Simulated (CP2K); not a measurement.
## O in CP2K: the effect of functional

O:

```
O
1.0
     4.33274    0.00000    0.00000
     3.50839    2.26880    0.00000
     0.82434   -0.28068    2.25137
O
2
Cartesian
  4.8864 1.1952 0.9480
  3.7791 0.7929 1.3033
```

Alike in all runs:

- Program: CP2K 2026.2
- Potentials or basis: POTENTIAL_UZH O GTH-PBE-q6; TZVP-MOLOPT-PBE-GTH basis
- Density cutoff: 11565 eV
- k mesh: 12 × 12 × 12
- Occupations: fermi-dirac, width 0.05 eV
- Spin: no spin polarisation

```csv
functional,pressure (GPa),largest force (eV/Å)
PBE,1.2,0.12
LDA,-6.0,0.29
PBEsol,?,?
BLYP,5.2,0.53
AM05,-1.4,0.45
HLE16,-17.3,7.15
TPSS,0.9,0.04
```

Q: What does the run with functional PBEsol give?

A: Pressure -2.5 GPa; largest force 0.33 eV/Å.

Caveats: spin is off for a triplet molecule; the basis of atomic orbitals isn't converged, which shifts pressures, moduli and gaps; the potentials were made for another functional, which shifts forces and pressure (some runs); the potentials were made for a functional far from this one (some runs).
